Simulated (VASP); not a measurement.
A calculation with VASP 6.6.1 of SiC (Moissanite) (native input, structure from a POSCAR):

File INCAR:

```
ALGO     = Fast           # electronic algorithm
EDIFF    = 1E-7           # SCF threshold, eV
ENCUT    = 500            # plane-wave cutoff, eV
GGA      = PE             # functional
ISIF     = 2              # what is computed and relaxed
ISMEAR   = 0              # smearing method
LASPH    = True           # aspherical terms in the spheres
LCHARG   = False          # write CHGCAR
LREAL    = False          # projectors in reciprocal space
LWAVE    = False          # write WAVECAR
NELM     = 80             # most SCF steps
PREC     = Accurate       # precision mode
SIGMA    = 0.02           # smearing width, eV
```

File KPOINTS:

```
k-points
0
Gamma
  10 10 5
```

The input POSCAR:

```
SiC
1.0
    3.0760000000      0.0000000000      0.0000000000
   -1.5380000000      2.6638941420      0.0000000000
    0.0000000000      0.0000000000      5.0480000000
Si C
2 2
Direct
    0.6666666667      0.3333333333      0.5000000000
    0.3333333333      0.6666666667      0.0000000000
    0.6666666667      0.3333333333      0.8850000000
    0.3333333333      0.6666666667      0.3850000000
```

Potentials or basis: VASP PAW PBE potentials, release 64 (Si, C).

Launch:

```console
$ cat potpaw_PBE.64/Si/POTCAR potpaw_PBE.64/C/POTCAR > POTCAR
$ mpirun -np 1 vasp_std > vasp.out
```

Task: Write the same calculation in another form: ASE script, structure typed inline.

Result: As run:

Contents of run.py:

```python
from ase import Atoms
from ase.calculators.vasp import Vasp
from ase.dft.bandgap import bandgap

atoms = Atoms(
    ['Si', 'Si', 'C', 'C'],
    cell=[[3.076, 0.0, 0.0], [-1.538, 2.663894142, 0.0], [0.0, 0.0, 5.048]],
    scaled_positions=[[0.6666666667, 0.3333333333, 0.5], [0.3333333333, 0.6666666667, 0.0], [0.6666666667, 0.3333333333, 0.885], [0.3333333333, 0.6666666667, 0.385]],
    pbc=True,
)
calc = Vasp(
    directory='calc',
    xc='pbe',
    pp='PBE',
    setups='minimal',
    prec='Accurate',
    encut=500,
    ediff=1e-06,
    ismear=0,
    sigma=0.02,
    lreal=False,
    lasph=True,
    nelm=80,
    algo='Normal',
    isif=2,
    lwave=False,
    lcharg=False,
    kpts=[10, 10, 5],
    gamma=True,
)
atoms.calc = calc

print('energy (eV):', atoms.get_potential_energy())
print('free energy (eV):', atoms.get_potential_energy(force_consistent=True))
print('forces (eV/A):')
print(atoms.get_forces())
print('stress (eV/A^3, Voigt):', atoms.get_stress())
print('Fermi level (eV):', calc.get_fermi_level())
gap, top, bottom = bandgap(calc)
print('band gap (eV):', gap, 'from (spin, k, band)', top, 'to', bottom)
```

Potentials or basis: VASP PAW PBE potentials, release 64 (Si, C).

Run with:

```bash
$ python run.py
```

Both were run:

|  | native input, structure from a POSCAR | ASE script, structure typed inline |
| --- | --- | --- |
| Pressure | 3.6 GPa | 3.7 GPa |
| Largest force | 0.753 eV/Å | 0.753 eV/Å |
| Band gap on the k mesh | 2.48 eV, indirect (least direct gap 4.08 eV) | 2.48 eV, indirect (least direct gap 4.08 eV) |

Keys that steer only the numerical path or the files written may differ.

Caveat: an odd mesh through Γ misses points on the zone boundary, where band edges often lie.
